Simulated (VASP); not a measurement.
# NaI (Fm-3m) in VASP: further runs

The runs below take NaI through band structure, with PBE0, PBE-EpsX.

Program: VASP 6.6.1. These are calculated values, not measurements. Logs are shortened: lines on timing, memory, paths and dates and some standing lists are left out, and cuts for length are marked.

## 1. The crystal as given

The structure is cubic, space group Fm-3m (No. 225). The conventional cell has a = 6.409 Å, b = 6.409 Å, c = 6.409 Å, α = 90.00°, β = 90.00°, γ = 90.00°. Na (site symmetry m-3m) has 6 I at 3.20 Å as nearest neighbours. Around I (site symmetry m-3m) lie 6 Na at 3.20 Å.

## 2. Band structure, PBE0

POSCAR

```
NaI                                     
1.0
    0.0000000000      3.2045523235      3.2045523235
    3.2045523235      0.0000000000      3.2045523235
    3.2045523235      3.2045523235     -0.0000000000
  Na              I             
     1     1
Direct
     1.0000000000000000    1.0000000000000000    1.0000000000000000
     0.5000000000000000    0.5000000000000000    0.5000000000000000
```

INCAR.step1

```
SYSTEM = NaI
  PREC = Accurate
  ENCUT = 520
  EDIFF = 1E-5
  ISMEAR = 0
  SIGMA = 0.03
  LREAL = .FALSE.
  LASPH = .TRUE.
  NELM = 80
  ALGO = Normal
  ISIF = 2
  LWAVE = .TRUE.
  LCHARG = .FALSE.
  NBANDS = 14
  KPAR = 4
  GGA = PE
```

INCAR.step2

```
SYSTEM = NaI
  PREC = Accurate
  ENCUT = 520
  EDIFF = 1E-6
  ISMEAR = 0
  SIGMA = 0.03
  LREAL = .FALSE.
  LASPH = .TRUE.
  NELM = 80
  ALGO = Normal
  ISIF = 2
  LWAVE = .FALSE.
  LCHARG = .FALSE.
  GGA = PE
  LHFCALC = .TRUE.
  AEXX = 0.25
  PRECFOCK = Fast
  HFRCUT = -1
  NBANDS = 14
  KPAR = 4
  ISTART = 1
```

KPOINTS

```
regular mesh
0
G
  6 6 6
  0 0 0
```

KPOINTS_OPT

```
explicit points
6
Reciprocal
 0.0000000000  0.0000000000  0.0000000000 1
 0.3750000000  0.3750000000  0.7500000000 1
 0.5000000000  0.5000000000  0.5000000000 1
 0.6250000000  0.2500000000  0.6250000000 1
 0.5000000000  0.2500000000  0.7500000000 1
 0.5000000000  0.0000000000  0.5000000000 1
```

Potentials or basis: VASP PAW PBE potentials, release 64 (Na_pv, I).

Launch:

```console
$ cat potpaw_PBE.64/Na_pv/POTCAR potpaw_PBE.64/I/POTCAR > POTCAR
$ cp INCAR.step1 INCAR
$ mpirun -np 4 vasp_std > vasp.out
$ cp INCAR.step2 INCAR
$ mpirun -np 4 vasp_std > vasp.out
```

OUTCAR:

```text
SYSTEM = NaI
   PREC = Accurate
   ENCUT = 520
   EDIFF = 1E-6
   ISMEAR = 0
   LREAL = .FALSE.
   LASPH = .TRUE.
   NELM = 80
   ISIF = 2
   GGA = PE
   LHFCALC = .TRUE.
   AEXX = 0.25
   PRECFOCK = Fast
   ISTART = 1

 ion  position               nearest neighbor table
   1  0.000  0.000  0.000-
   2  0.500  0.500  0.500-

  LATTYP: Found a face centered cubic cell.
 ALAT       =     6.4091046470

  Lattice vectors:

 A1 = (   0.0000000000,   3.2045523235,   3.2045523235)
 A2 = (   3.2045523235,   0.0000000000,   3.2045523235)
 A3 = (   3.2045523235,   3.2045523235,   0.0000000000)

Analysis of symmetry for initial positions (statically):
=====================================================================
 Subroutine PRICEL returns:
 Original cell was already a primitive cell.

 Routine SETGRP: Setting up the symmetry group for a
 face centered cubic supercell.

 Subroutine GETGRP returns: Found 48 space group operations
 (whereof 48 operations were pure point group operations)
 out of a pool of 48 trial point group operations.

The static configuration has the point symmetry O_h .

Analysis of symmetry for dynamics (positions and initial velocities):
=====================================================================
 Subroutine PRICEL returns:
 Original cell was already a primitive cell.

 Routine SETGRP: Setting up the symmetry group for a
 face centered cubic supercell.

 Subroutine GETGRP returns: Found 48 space group operations
 (whereof 48 operations were pure point group operations)
 out of a pool of 48 trial point group operations.

The dynamic configuration has the point symmetry O_h .

 Subroutine INISYM returns: Found 48 space group operations
 (whereof 48 operations are pure point group operations),
 and found     1 'primitive' translations

----------------------------------------------------------------------------------------

                                     Primitive cell

  volume of cell :      65.8161

  direct lattice vectors                    reciprocal lattice vectors
     0.000000000  3.204552324  3.204552324    -0.156028034  0.156028034  0.156028034
     3.204552324  0.000000000  3.204552324     0.156028034 -0.156028034  0.156028034
     3.204552324  3.204552324  0.000000000     0.156028034  0.156028034 -0.156028034

  length of vectors
     4.531921357  4.531921357  4.531921357     0.270248483  0.270248483  0.270248483

  position of ions in fractional coordinates (direct lattice)
     0.000000000  0.000000000  0.000000000
     0.500000000  0.500000000  0.500000000

  ion indices of the primitive-cell ions
   primitive index   ion index
                 1           1
                 2           2

----------------------------------------------------------------------------------------

 KPOINTS: regular mesh

Automatic generation of k-mesh.
 Grid dimensions read from file:
 generate k-points for:    6    6    6

 Generating k-lattice:

  Cartesian coordinates                     Fractional coordinates (reciprocal lattice)
    -0.026004672  0.026004672  0.026004672     0.166666667  0.000000000  0.000000000
     0.026004672 -0.026004672  0.026004672     0.000000000  0.166666667  0.000000000
     0.026004672  0.026004672 -0.026004672     0.000000000  0.000000000  0.166666667

  Length of vectors
     0.045041414  0.045041414  0.045041414

  Shift w.r.t. Gamma in fractional coordinates (k-lattice)
     0.000000000  0.000000000  0.000000000

 Subroutine IBZKPT returns following result:
 ===========================================

 Found     16 irreducible k-points:

 Following reciprocal coordinates:
            Coordinates               Weight
  0.000000  0.000000  0.000000      1.000000
  0.166667  0.000000  0.000000      8.000000
  0.333333  0.000000  0.000000      8.000000
  0.500000  0.000000  0.000000      4.000000
  0.166667  0.166667  0.000000      6.000000
  0.333333  0.166667  0.000000     24.000000
[... 8 lines left out ...]
 -0.333333  0.333333  0.166667     24.000000
 -0.333333  0.500000  0.166667     12.000000
   k-points           NKPTS =     16   k-points in BZ     NKDIM =    216   number of bands    NBANDS=     14
   number of dos      NEDOS =    301   number of ions     NIONS =      2
   total plane-waves  NPLWV =  46656
   dimension x,y,z NGX =    36 NGY =   36 NGZ =   36
   dimension x,y,z NGXF=    72 NGYF=   72 NGZF=   72
   ions per type =               1   1
   NGX,Y,Z   is equivalent  to a cutoff of  13.21, 13.21, 13.21 a.u.
   NGXF,Y,Z  is equivalent  to a cutoff of  26.41, 26.41, 26.41 a.u.
 SYSTEM =  NaI
   PREC   = accura    normal or accurate (medium, high low for compatibility)
   ISTART =      1    job   : 0-new  1-cont  2-samecut
   ICHARG =      0    charge: 1-file 2-atom 10-const
   ISPIN  =      1    spin polarized calculation?
   LNONCOLLINEAR =      F non collinear calculations
   LSORBIT =      F    spin-orbit coupling
   LASPH  =      T    aspherical Exc in radial PAW
   ENCUT  =  520.0 eV  38.22 Ry    6.18 a.u.   8.43  8.43  8.43*2*pi/ulx,y,z
   NELM   =     80;   NELMIN=  2; NELMDL=  0     # of ELM steps
   EDIFF  = 0.1E-05   stopping-criterion for ELM
   LREAL  =      F    real-space projection
   EDIFFG = 0.1E-04   stopping-criterion for IOM
   NSW    =      0    number of steps for IOM
   IBRION =     -1    ionic relax: 0-MD 1-quasi-New 2-CG
   NFREE  =      0    steps in history (QN), initial steepest desc. (CG)
   ISIF   =      2    stress and relaxation
   ISYM   =      3    0-nonsym 1-usesym 2-fastsym
   POTIM  = 0.5000    time-step for ionic-motion
   TEBEG  =    0.0;   TEEND  =   0.0 temperature during run
   PSTRESS=    0.0 pullay stress
   NELECT =      14.0000    total number of electrons
   NUPDOWN=      -1.0000    fix difference up-down
   EMIN   =  10.00;   EMAX   =-10.00  energy-range for DOS
   EFERMI =   0.00;   METHOD = LEGACY
   ISMEAR =     0;   SIGMA  =   0.03  broadening in eV -4-tet -1-fermi 0-gaus
   EFERMI_NEDOS =   21; number of points for ismear=-14 and -15
   IALGO  =     38    algorithm
   IMIX   =      1    mixing-type and parameters
     AMIX     =   0.40;   BMIX     =  1.00
     AMIX_MAG =   1.60;   BMIX_MAG =  1.00
  volume/ion in A,a.u.               =      32.91       222.07
  Fermi-wavevector in a.u.,A,eV,Ry     =   0.977253  1.846740 12.993870  0.955023
  Thomas-Fermi vector in A             =   2.107935
   LORBIT       =      0    0 simple, 1 ext, 2 COOP (PROOUT), +10 PAW based schemes
   GGA     = PE    functional components
   LHFCALC =     T    Hartree Fock is set to
   PRECFOCK=fast      Normal, Fast or Accurate (Low or Medium for compatibility)
   ENCUT4O =  -1.0   cutoff for four orbital integrals eV
   NKREDX  =     1    reduce k-point grid by
   NKREDY  =     1    reduce k-point grid by
   NKREDZ  =     1    reduce k-point grid by
   AEXX    =    0.2500 exact exchange contribution
   HFSCREEN=    0.0000 screening length (either q_TF or 0.3 A-1)
   HFSCREENC=   0.0000 screening length for correlation (either q_TF or 0.3 A-1)
   ENCUTFOCK=  -1.0 apply spherical cutoff to Coloumb kernel
   IVDW    =     0    specifies the selected vdW correction
   LEPSILON=     F    determine dielectric tensor
   LRPA    =     F    only Hartree local field effects (RPA)
 non-spin polarized calculation
 Gauss-broadening in eV      SIGMA  =   0.03
  energy-cutoff  :      520.00
  volume of cell :       65.82
 maximum number of plane-waves:      1807
 NGX is ok and might be reduce to    36
  NGX = 20; NGY = 20; NGZ = 20

 number of electron      13.9999998 magnetization

 Free energy of the ion-electron system (eV)
  ---------------------------------------------------
  ext. energy  EPLUGINS =         0.00000000
  ---------------------------------------------------
  free energy    TOTEN  =        -6.76214537 eV

  energy without entropy =       -6.76214537  energy(sigma->0) =       -6.76214537

 E-fermi :   0.0951     XC(G=0):  -6.1865

 val. band max:       -0.0653710743   @ k =   0.0000   0.0000   0.0000
 cond. band min:       5.3432417161   @ k =   0.0000   0.0000   0.0000
 fundamental gap:      5.4086127904
 Fermi energy:         0.0950952617

 k-point     1 :       0.0000    0.0000    0.0000
  band No.  band energies     occupation
      1     -24.8671      2.00000
      2     -24.8671      2.00000
      3     -24.8671      2.00000
      4     -12.1693      2.00000
      5      -0.0654      2.00000
      6      -0.0654      2.00000
      7      -0.0654      2.00000
      8       5.3432      0.00000
      9       9.6660      0.00000
     10       9.6660      0.00000
     11       9.6660      0.00000
     12      11.6835      0.00000
     13      11.6835      0.00000
     14      12.1841      0.00000

 k-point     2 :       0.1667    0.0000    0.0000
  band No.  band energies     occupation
      1     -24.8686      2.00000
      2     -24.8671      2.00000
      3     -24.8671      2.00000
      4     -12.0777      2.00000
      5      -0.8799      2.00000
      6      -0.1542      2.00000
      7      -0.1542      2.00000
      8       6.1919      0.00000
      9       9.1660      0.00000
     10       9.8904      0.00000
     11       9.8904      0.00000
     12      11.1478      0.00000
     13      11.1478      0.00000
     14      12.8244      0.00000

 k-point     3 :       0.3333    0.0000    0.0000
  band No.  band energies     occupation
      1     -24.8716      2.00000
      2     -24.8673      2.00000
      3     -24.8673      2.00000
      4     -11.8828      2.00000
      5      -2.0758      2.00000
      6      -0.3199      2.00000
      7      -0.3199      2.00000
      8       6.7575      0.00000
      9       9.4897      0.00000
     10       9.4898      0.00000
     11       9.9846      0.00000
     12      12.1133      0.00000
     13      12.2366      0.00000
     14      12.2366      0.00000
[... 188 lines left out ...]
 k-point    15 :      -0.3333    0.3333    0.1667
  band No.  band energies     occupation
      1     -24.8714      2.00000
      2     -24.8696      2.00000
      3     -24.8683      2.00000
      4     -11.6970      2.00000
      5      -2.0434      2.00000
      6      -1.4229      2.00000
      7      -0.8107      2.00000
      8       7.8235      0.00000
      9       8.3655      0.00000
     10       9.6947      0.00000
     11      10.4053      0.00000
     12      12.4238      0.00000
     13      13.9172      0.00000
     14      15.1207      0.00000

 k-point    16 :      -0.3333    0.5000    0.1667
  band No.  band energies     occupation
      1     -24.8711      2.00000
      2     -24.8697      2.00000
      3     -24.8690      2.00000
      4     -11.6717      2.00000
      5      -2.0031      2.00000
      6      -1.3469      2.00000
      7      -1.0800      2.00000
      8       7.1292      0.00000
      9       8.1256      0.00000
     10      10.4409      0.00000
     11      10.5753      0.00000
     12      13.7772      0.00000
     13      14.6041      0.00000
     14      14.8521      0.00000

------------------------ aborting loop because EDIFF is reached ----------------------------------------

  FORCE on cell =-STRESS in cart. coord.  units (eV):
  Direction    XX          YY          ZZ          XY          YZ          ZX
  --------------------------------------------------------------------------------------
  -------------------------------------------------------------------------------------
  Total        0.2452905      0.2452905      0.2452905      0.0000000     -0.0000000      0.0000000
  in kB        5.9711668      5.9711668      5.9711668      0.0000000     -0.0000000      0.0000000
  external PRESSURE =       5.9711668 kB  Pullay stress =       0.0000000 kB

 VOLUME and BASIS-vectors are now :
 -----------------------------------------------------------------------------
  energy-cutoff  :      520.00
  volume of cell :       65.82
      direct lattice vectors                 reciprocal lattice vectors
     0.000000000  3.204552324  3.204552324    -0.156028034  0.156028034  0.156028034
     3.204552324  0.000000000  3.204552324     0.156028034 -0.156028034  0.156028034
     3.204552324  3.204552324  0.000000000     0.156028034  0.156028034 -0.156028034

 POSITION                                       TOTAL-FORCE (eV/Angst)
 -----------------------------------------------------------------------------------
      0.00000      0.00000      0.00000        -0.000000     -0.000000     -0.000000
      3.20455      3.20455      3.20455         0.000000      0.000000      0.000000
 -----------------------------------------------------------------------------------
    total drift:                               -0.000000     -0.000000      0.000000

  FREE ENERGIE OF THE ION-ELECTRON SYSTEM (eV)
  ---------------------------------------------------
  free  energy   TOTEN  =        -6.7621453716 eV

  energy  without entropy=       -6.7621453716  energy(sigma->0) =       -6.76214537
```

It took 4.8 min on 4 MPI ranks of AMD EPYC 9R45 (Zen 5), shared host; peak memory 0.23 GiB.

Results:

```
Free energy             : -6.7621 eV
Pressure                : 0.6 GPa
Band gap on the k mesh  : 5.41 eV, direct
Band gap along the path : 5.41 eV, direct
```

Caveat: the PAW data sets were made with another functional, which shifts forces and pressure a little; spin-orbit coupling is left out, which moves the levels of the heavy elements.

(Continued in part 2 of 2.)
